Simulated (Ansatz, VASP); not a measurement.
**Two plane-wave programs on C**

```xyz
1
Lattice="0.0000 1.5082 1.5082 1.5082 0.0000 1.5082 1.5082 1.5082 0.0000" Properties=species:S:1:pos:R:3 pbc="T T T"
C     0.0000    0.0000    0.0000
```

Alike in both runs: task single point; functional LDA; k mesh 20 × 20 × 20; occupations fermi-dirac, width 0.1 eV; no spin polarisation.

|  | VASP | Ansatz |
| --- | --- | --- |
| version | VASP 6.6.1 | Ansatz 0.2.0 |
| potentials or method | VASP PAW LDA potentials, release 64 (C) | plane waves (420 eV) with PAW, scalar-relativistic |
| plane-wave cutoff (eV) | 520 | 420 |
| valence electrons in the cell | 4 | 4 |

```tsv
	VASP	Ansatz	Ansatz less VASP
pressure (GPa)	0.3	-0.2	-0.51
```

Ansatz warned: «pseudo_functional_mismatch».
